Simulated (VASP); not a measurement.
Input of a VASP 6.6.1 run:

INCAR

```
AGGAC = 0.0
ALGO = Normal
EDIFF = 1E-7
EDIFFG = -0.02
ENCUT = 600
GGA = MK
IBRION = 2
ISIF = 3
ISMEAR = -1
LASPH = T
LCHARG = F
LREAL = F
LUSE_VDW = T
LWAVE = F
NELM = 100
NSW = 40
PARAM1 = 0.1234
PARAM2 = 0.711357
PREC = Accurate
SIGMA = 0.05
ZAB_VDW = -1.8867
```

Contents of KPOINTS:

```
k-points
0
Gamma
  7 7 5
```

File POSCAR:

```
AlN
1.0
    3.1130000000      0.0000000000      0.0000000000
   -1.5565000000      2.6959370820      0.0000000000
    0.0000000000      0.0000000000      4.9810000000
Al N
2 2
Direct
    0.6666666667      0.3333333333      0.5000000000
    0.3333333333      0.6666666667      0.0000000000
    0.6666666667      0.3333333333      0.8800000000
    0.3333333333      0.6666666667      0.3800000000
```

Potentials or basis: VASP PAW PBE potentials, release 64 (Al, N).

Launch:

```bash
$ cat potpaw_PBE.64/Al/POTCAR potpaw_PBE.64/N/POTCAR > POTCAR
$ mpirun -np 1 vasp_std > vasp.out
```

(1) Predict the relaxed volume.

(2) Estimate the relaxed cell.

(3) Estimate the band gap on the k mesh.

(4) What does it give for the space group after relaxing (to 0.05 Å)?

Answers

(1) 10.54 Å³/atom.

(2) a = 3.119 Å, b = 3.119 Å, c = 5.005 Å, α = 90.00°, β = 90.00°, γ = 120.00°.

(3) 4.19 eV, direct.

(4) P6_3mc (No. 186).

Caveat: the PAW data sets were made with another functional, which shifts forces and pressure a little.
